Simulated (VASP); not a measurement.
The system is CuCl (Nantokite).

```
CELL_PARAMETERS angstrom
0.00000 2.70285 2.70285
2.70285 0.00000 2.70285
2.70285 2.70285 0.00000
ATOMIC_POSITIONS crystal
Cu 0.00000 0.00000 0.00000
Cl 0.25000 0.25000 0.25000
```

| Item | Value |
| --- | --- |
| Program | VASP 6.6.1 |
| Task | relaxation of cell and atoms |
| Functional | LDA |
| Potentials or basis | VASP PAW LDA potentials, release 64 (Cu, Cl) |
| Cutoff | 600 eV |
| k mesh | 10 × 10 × 10 |
| Occupations | gaussian, width 0.03 eV |
| Spin | no spin polarisation |

At the start: pressure -6.1 GPa; volume 19.75 Å³/atom.

**Question.** Where does the relaxation end?

**Answer.** Over 3 steps the energy falls by 42.2 meV/atom and the volume is 17.75 Å³/atom (-10.1 %); space group F-43m (No. 216, to 0.05 Å).

The path:
| step | energy change (eV) | largest force (eV/Å) | pressure (GPa) | volume (Å³) |
| --- | --- | --- | --- | --- |
| 1 | 0.0000 | 0.0000 | -6.05 | 39.49 |
| 2 | -0.0845 | 0.0000 | 0.24 | 35.38 |
| 3 | -0.0845 | 0.0000 | -0.08 | 35.49 |

Final structure:
```yaml
crystal:
  lattice:
    - [0.00000, 2.60831, 2.60831]
    - [2.60831, 0.00000, 2.60831]
    - [2.60831, 2.60831, 0.00000]
  atoms:
    - { symbol: Cu, position: [0.00000, 0.00000, 0.00000] }
    - { symbol: Cl, position: [0.25000, 0.25000, 0.25000] }
```

Caveat: the volume moved by -10 % from the deposited cell, more than functionals usually miss.
